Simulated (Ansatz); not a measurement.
A 2-atom cell of Hg (Fmmm) from a materials database was put through Ansatz (plane waves). The cell was relaxed beforehand with r2SCAN+rVV10.

The cell:
```xyz
2
Lattice="2.9929 0.0000 0.5031 0.0000 5.4873 0.0000 -1.0450 0.0000 2.8493" Properties=species:S:1:pos:R:3 pbc="T T T"
Hg    1.4603    1.3718    2.5152
Hg    0.4876    4.1155    0.8372
```

What the program printed (shortened):
```
scf.n_extra_bands = 4 over 20 filled bands (N_el = 40.0): the run solves 24 bands
Crystal: 2 atoms, lattice volume = 49.679 Å³
Basis set: ecut = 420 eV, 951 PW (Γ)
Symmetry: 4 space group operations
Space group: P21/m (ITA 11)
k-points: 136 of 384
preconditioner: auto → none  [σ=0.020 eV  ℏωp=25.8 eV]
NSCF: frozen V_eff on 101 k-points
SCF converged after 6 iterations
Free energy (F): -27626.848119 eV
Internal energy: -27626.847695 eV  (E = F + TS)
E sigma→0 (E₀):  -27626.847907 eV
Entropy (-TS):   -0.000424 eV (-0.212 meV/atom)
Fermi energy:    13.946754 eV
--- Forces (eV/Å), atoms counted from 1 ---
  atom   1  Hg    -0.00007      0.00000    -0.00006
  atom   2  Hg      0.00007      0.00000      0.00006
--- Stress (GPa, compression-positive) ---
        3.129224       0.000000       0.010966
        0.000000       2.965741       0.000000
        0.010966       0.000000       3.142694
  P = ⅓ Tr σ = 3.0792 GPa (30.792 kbar)
--- Band table (eV; the first three rows and the last of 136) ---
  k-point 0: bands = […, 7.6020, 7.8987, 7.9564, 7.9662, 8.1189, 11.5613, 12.3283, 23.4538, 23.6308, 26.5390]
  k-point 1: bands = […, 7.5598, 7.7562, 7.8386, 7.8933, 8.0318, 11.6566, 12.8946, 21.2573, 23.8767, 26.1221]
  k-point 2: bands = […, 7.4342, 7.5569, 7.7132, 7.7501, 7.9630, 12.0456, 14.2915, 17.8786, 22.3874, 23.7084]
  k-point 135: bands = […, 7.6508, 7.6508, 8.5578, 8.5578, 14.9466, 14.9466, 15.6032, 15.6032, 18.4664, 18.4664]
```

Q: What input produced it? Give the YAML, leaving the band path aside.

A:
```yaml
crystal:
  # lattice and atoms as above
kpoints:
  mp_grid: { grid: [8, 6, 8] }
hamiltonian:
  xc: pbe
scf:
  occupations: { method: fermi_dirac, width: 0.02 }
  n_extra_bands: 4
output:
  forces: true
  stress: true
  eigenvalues: true
```
There is no exchange loop, so no exact exchange. A single point prints forces and stress when the output block asks for them. Close relatives of this functional can't be ruled out from these lines alone. Keys that only write grids to files are left aside. This is the file that was run; thresholds and some counts can't be read off the log exactly.

With PBE the bands overlap by 3.44 eV (counted from 1, band 20 peaks at Γ–A (0.90 of the way from Γ) and band 21 bottoms out at Γ): no gap.

Command: `ansatz run input.yaml --threads 2 --pin off --max-ram 2211MiB --backend cpu --events-out ev --progress --plain --runs-dir out`. Wall time 5.4 s on 2 threads of Arm Neoverse V1, with other jobs on the host, load about 0.6 per core; peak host memory 0.39 GiB.

Calculated for a static, non-magnetic cell.

No spin-orbit coupling is included; it can move band edges with weight on the heavy atoms by tenths of an eV.

Where bands overlap the cell is a metal at that level, and these k meshes limit energies, forces and stress.
